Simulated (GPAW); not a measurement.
# Collinear magnetic orders of 1 ML Cr on Re(0001), fcc site, 3 substrate layers with GPAW

Aim: find out whether 1 ML Cr on Re(0001), fcc site, 3 substrate layers carries moments, and which collinear order costs least.

Program: GPAW 26.7.0. Level of theory: PBE; plane waves with GPAW's PAW setups, scalar-relativistic. Results are calculated unless marked as measured.

### 1. Set-up

The cell holds 4 atoms: 3 Re and 1 Cr. Its edges and angles: a = 2.761 Å, b = 2.761 Å, c = 20.588 Å, α = 90.0°, β = 90.0°, γ = 120.0°. pseudomorphic film on the substrate's lattice, hard-sphere layer spacings, unrelaxed, 14 A of vacuum. Vacuum lies along c.

### 2. Start 1: ferro +

Parallel moments need no larger cell; this start tests for a ferromagnetic state only.

File order1.py:

```python
import json
import numpy as np
from ase import Atoms
from ase.parallel import paropen, parprint
from gpaw import GPAW

atoms = Atoms(['Re', 'Re', 'Re', 'Cr'],
    cell=[[2.7608, 0.0, 0.0],
         [-1.3804, 2.390923, 0.0],
         [0.0, 0.0, 20.588237]],
    scaled_positions=[[0.0, 0.0, 0.34],
         [0.666667, 0.333333, 0.448271],
         [0.0, 0.0, 0.556541],
         [0.333333, 0.666667, 0.66]],
    pbc=True,
    magmoms=[0.0, 0.0, 0.0, 2.5])
atoms.calc = GPAW(mode={'name': 'pw', 'ecut': 500},
    xc='PBE',
    kpts={'size': (14, 14, 1), 'gamma': True},
    occupations={'name': 'fermi-dirac', 'width': 0.05},
    convergence={'density': 1e-05, 'energy': 1e-05},
    maxiter=250,
    symmetry={'tolerance': 1e-4},
    txt='order1.txt')
e = atoms.get_potential_energy(force_consistent=True)
res = {'free_energy': e, 'energy_sigma0': atoms.get_potential_energy(), 'fermi_energy': atoms.calc.get_fermi_level()}
res['moments'] = atoms.get_magnetic_moments().tolist()
res['total'] = atoms.get_magnetic_moment()
parprint('site moments (muB):', np.round(res['moments'], 3))
parprint(f"total moment: {res['total']:.3f} muB")
parprint(f'free energy: {e:.6f} eV')
atoms.calc.write('order1.gpw')
with paropen('results.json', 'w') as f:
    json.dump(res, f)
```

Run with:

```console
$ OMP_NUM_THREADS=1 mpirun -n 4 gpaw python order1.py > order1.log
```

Numbers of over 12 decimals in the logs are rounded to 6 here.

What it wrote:

```text
site moments (muB): [-0.013  0.041 -0.212  2.066]
total moment: 2.255 muB
free energy: -41.455757 eV

--- order1.txt ---
Input parameters:
  mode=PW(ecut=500),
  convergence={'density': 1e-05, 'energy': 1e-05},
  kpts=MonkhorstPack(size=(14, 14, 1), gamma=True),
  maxiter=250,
  occupations=Occupations(name='fermi-dirac', width=0.05),
  symmetry=Symmetry(tolerance=0.0001),
  xc=XC(name='PBE')

Diagonalizing LCAO Hamiltonian
Converting LCAO to pw mode

        Cr

       Re

           Re

       Re

Atoms  # Å, Bohr magnetons
|   | symbol |         x |        y |         z |    initial magnetic moments |
|---|--------|-----------|----------|-----------|-----------------------------|
| 0 |     Re |  0.000000 | 0.000000 |  7.000001 | ( 0.0000,  0.0000,  0.0000) |
| 1 |     Re |  1.380401 | 0.796974 |  9.229110 | ( 0.0000,  0.0000,  0.0000) |
| 2 |     Re |  0.000000 | 0.000000 | 11.458198 | ( 0.0000,  0.0000,  0.0000) |
| 3 |     Cr | -0.000001 | 1.593949 | 13.588236 | ( 0.0000,  0.0000,  2.5000) |

Unit cell  # Å
| periodic |         x |        y |         z |   lengths |     angles |
|----------|-----------|----------|-----------|-----------|------------|
|      yes |  2.760800 | 0.000000 |  0.000000 |  2.760800 |  90.000000 |
|      yes | -1.380400 | 2.390923 |  0.000000 |  2.760800 |  90.000000 |
|      yes |  0.000000 | 0.000000 | 20.588237 | 20.588237 | 119.999999 |

Number of symmetries: 6

BZ-sampling:
  Number of BZ points: 196
  Number of IBZ points: 24

  Monkhorst-Pack size: [14, 14, 1]
  Monkhorst-Pack shift: [0.035714, 0.035714, 0.0]

K-points  # in reciprocal-cell coordinates
|     |                                coordinates |     weight |
|-----|--------------------------------------------|------------|
|   0 | (  0.00000000,   0.00000000,   0.00000000) | 0.00510204 |
|   1 | (  0.07142857,   0.00000000,   0.00000000) | 0.03061224 |
|   2 | (  0.14285714,  -0.07142857,   0.00000000) | 0.03061224 |
|   3 | (  0.14285714,   0.00000000,   0.00000000) | 0.03061224 |
|   4 | (  0.21428571,  -0.07142857,   0.00000000) | 0.06122449 |
|   5 | (  0.21428571,   0.00000000,   0.00000000) | 0.03061224 |
|   6 | (  0.28571429,  -0.14285714,   0.00000000) | 0.03061224 |
|   7 | (  0.28571429,  -0.07142857,   0.00000000) | 0.06122449 |
|   8 | (  0.28571429,   0.00000000,   0.00000000) | 0.03061224 |
|   9 | (  0.35714286,  -0.14285714,   0.00000000) | 0.06122449 |
| ... |                                            |            |
|  23 | (  0.50000000,   0.50000000,   0.00000000) | 0.01530612 |

Plane wave coefficients: 3505
Cutoff: 500.0 eV

Spin-components: 2 (collinear spins)
Bands:           33
Projectors:      24
Spin-degeneracy: 1
Datatype:        complex128

Parallelization:
  kpt:    4
  domain: 1
  band:   1

Density:
  Valence electrons: 45.0
  Components: 2
  Grid points: [ 15  15 108]
  Charge: 0.0  # |e|

Potential:
  Grid points: [ 15  15 108]

species:
  Re:
    name:    Rhenium
    Z:       75.0
    valence: 13
    core:    62
    charge:  0.0  # [|e|]
    compensation charges:
      type: gauss
      rc: 0.42  # [Å]
      lmax: 2
    cutoffs:
      filter: 2.40  # [Å]
      core: 2.76  # [Å]
    projectors
    | kind |    occ | energy [eV] | rcut [Å] |
    |------|--------|-------------|----------|
    |   6s |  2.000 |      -5.924 |    1.376 |
    |   5p |  6.000 |     -47.045 |    1.376 |
    |   6p |  0.000 |      -1.325 |    1.376 |
    |   5d |  5.000 |      -5.383 |    1.307 |
    |    s |        |      21.287 |    1.376 |
    |    d |        |      21.828 |    1.307 |

    Using partial waves for Re as LCAO basis

  Cr:
    name:    Chromium
    Z:       24.0
    valence: 6
    core:    18
    charge:  0.0  # [|e|]
    compensation charges:
      type: gauss
      rc: 0.35  # [Å]
      lmax: 2
    cutoffs:
      filter: 2.14  # [Å]
      core: 3.04  # [Å]
    projectors
    | kind |    occ | energy [eV] | rcut [Å] |
    |------|--------|-------------|----------|
    |   4s |  1.000 |      -4.007 |    1.164 |
    |   4p |  0.000 |      -0.989 |    1.217 |
    |   3d |  5.000 |      -2.913 |    1.111 |
    |    s |        |      23.205 |    1.164 |
    |    p |        |      26.223 |    1.217 |
    |    d |        |      24.299 |    1.111 |

    Using partial waves for Cr as LCAO basis

Reference energy: -1389645.043997  # eV

eigensolver:
  PPCG
  Converge bands: occupied
  niter=2

density mixing:
  MSR1-Mixer
  Pratt-step length: 0.05
  Maximum mixing coefficient: 0.75
  Old densities: 10
  SVD Regularization: 0.005
  Good broyden scale: 1.0
  Trust region scale: 1.0
  Backstep threshold: 4.0
  History deletion threshold: 6.0
  Fourier metric: weight=20.0, sigma=0.015

occupation numbers:
  Fermi-Dirac:
    width: 0.0500  # eV

poisson solver:
  ecut: 4000.0  # eV

xc functional:
  name: PBE with 2 nearest neighbor stencil

convergence criteria:
- Maximum integral of absolute [dens]ity change: 1e-05 electrons / valence electron
- Maximum [total energy] change in last 3 cyles: 1e-05 eV / valence electron
- Maximum integral of absolute [eigenst]ate change: 4e-08 eV^2 / valence electron
maximum number of iterations: 250

SCF iterations
|iter     |      energy | eigst |  dens |  magmom |
|---------|-------------|-------|-------|---------|
|iter:   1|       0s |  -51.429458 | +0.30 |       |  +2.4848|
|iter:   2|       2s | -126.112165 | +0.72 | -0.61 |  +2.4181|
|iter:   3|       4s |  -46.027427 | +0.06 | -0.33 |  +2.4162|
|iter:   4|       7s |  -42.500899 | -0.50 | -0.80 |  +2.4052|
|iter:   5|       9s |  -44.249317 | -0.82 | -1.07 |  +2.3721|
|iter:   6|      12s |  -41.857488 | -1.25 | -0.85 |  +2.2876|
|iter:   7|      14s |  -41.730259 | -1.70 | -1.23 |  +2.2330|
|iter:   8|      17s |  -41.514954 | -2.28 | -1.31 |  +2.1934|
|iter:   9|      19s |  -41.399156 | -2.07 | -1.43 |  +2.1262|
|iter:  10|      22s |  -41.434998 | -2.32 | -1.60 |  +2.0581|
[... 13 iterations left out ...]
|iter:  24|      55s |  -41.435376 | -4.45 | -2.99 |  +2.2315|
|iter:  25|      57s |  -41.435288c| -4.79 | -3.02 |  +2.2446|
|iter:  26|      60s |  -41.435339c| -5.61 | -3.59 |  +2.2547|
|iter:  27|      62s |  -41.435304c| -6.25 | -3.79 |  +2.2556|
|iter:  28|      65s |  -41.435314c| -6.88 | -3.94 |  +2.2546|
|iter:  29|      67s |  -41.435324c| -7.02 | -4.29 |  +2.2552|
|iter:  30|      69s |  -41.435321c| -7.67c| -4.41 |  +2.2549|
|iter:  31|      71s |  -41.435319c| -7.78c| -4.52 |  +2.2549|
|iter:  32|      72s |  -41.435321c| -7.99c| -4.84 |  +2.2548|
|iter:  33|      73s |  -41.435321c| -7.78c| -5.01c|  +2.2547|

Converged in 33 steps
Energy contributions relative to reference atoms: (reference = -1389645.043997)

Energy contributions:
  Kinetic:         -15.054182
  Coulomb:           3.711560
  Zero:              0.306777
  External:          0.000000
  Xc:              -30.379039
  Entropy:          -0.040873
  Spinorbit:         0.000000
  ----------------------------
  Free energy:     -41.455757
  Extrapolated:    -41.435321

dipole moment: (-8.084056, -17.292381, 0.065487)  # |e|*Ang

Total magnetic moment: (0.000000, 0.000000, 2.254745)

Local magnetic moments
|        x |        y |         z |
|----------|----------|-----------|
| 0.000000 | 0.000000 | -0.013273 |  # Re   0
| 0.000000 | 0.000000 |  0.040874 |  # Re   1
| 0.000000 | 0.000000 | -0.212391 |  # Re   2
| 0.000000 | 0.000000 |  2.065577 |  # Cr   3

Fermi level: 3.117
Eigenvalues  # (at kpt = [0.000, 0.000, 0.000])
| band index |      eig [eV] | occ [0-1] |      eig [eV] | occ [0-1] |
|------------|---------------|-----------|---------------|-----------|
|          0 |       -39.255 |     1.000 |       -39.284 |     1.000 |
|        ... |               |           |               |           |
|         16 |         1.289 |     1.000 |         1.310 |     1.000 |
|         17 |         1.488 |     1.000 |         1.505 |     1.000 |
|         18 |         1.488 |     1.000 |         1.505 |     1.000 |
|         19 |         1.630 |     1.000 |         2.101 |     1.000 |
|         20 |         1.929 |     1.000 |         2.101 |     1.000 |
|         21 |         1.929 |     1.000 |         2.707 |     1.000 |
|         22 |         2.071 |     1.000 |         3.226 |     0.101 |
|         23 |         2.071 |     1.000 |         3.390 |     0.004 |
|         24 |         2.503 |     1.000 |         3.390 |     0.004 |
|         25 |         3.177 |     0.232 |         3.730 |     0.000 |
|         26 |         3.177 |     0.231 |         4.255 |     0.000 |
|         27 |         3.483 |     0.001 |         4.255 |     0.000 |
|         28 |         4.071 |     0.000 |         4.993 |     0.000 |
|         29 |         4.071 |     0.000 |         4.993 |     0.000 |
|         30 |         5.486 |     0.000 |         5.649 |     0.000 |
|        ... |               |           |               |           |
|         32 |         7.195 |     0.000 |         7.397 |     0.000 |

No gap
No difference between direct/indirect transitions
```

Elapsed: 80 s, on 4 MPI ranks of Arm Neoverse V1, shared host; peak memory 0.96 GiB.

Spin moment in the augmentation sphere by atom:

| atom | spin moment in the augmentation sphere (μB) |
| --- | --- |
| Re1 | -0.01 |
| Re2 | 0.04 |
| Re3 | -0.21 |
| Cr4 | 2.07 |

This step gave:

* magnetization: 2.255 μB
* final state: ferromagnetic

After 33 cycles the largest moment stands at 2.07 μB.

(Continued in part 2 of 2.)

[Logs and program files are shortened in this print: banners, set-up blocks, solver, clock and traceback lines can be left out without a mark of their own.]

[Logs are printed without paths, hosts, clocks, repeated set-up lines and the standing remarks that a program may print on its own settings, such as how far it seeks lower states.]

[Hosts, paths, dates, database ids (printed as entryN), source tags and the programs' standing remarks are cut or masked in the printed files.]

[Where a cell is said to come from a database of computed structures, the database is the Materials Project.]
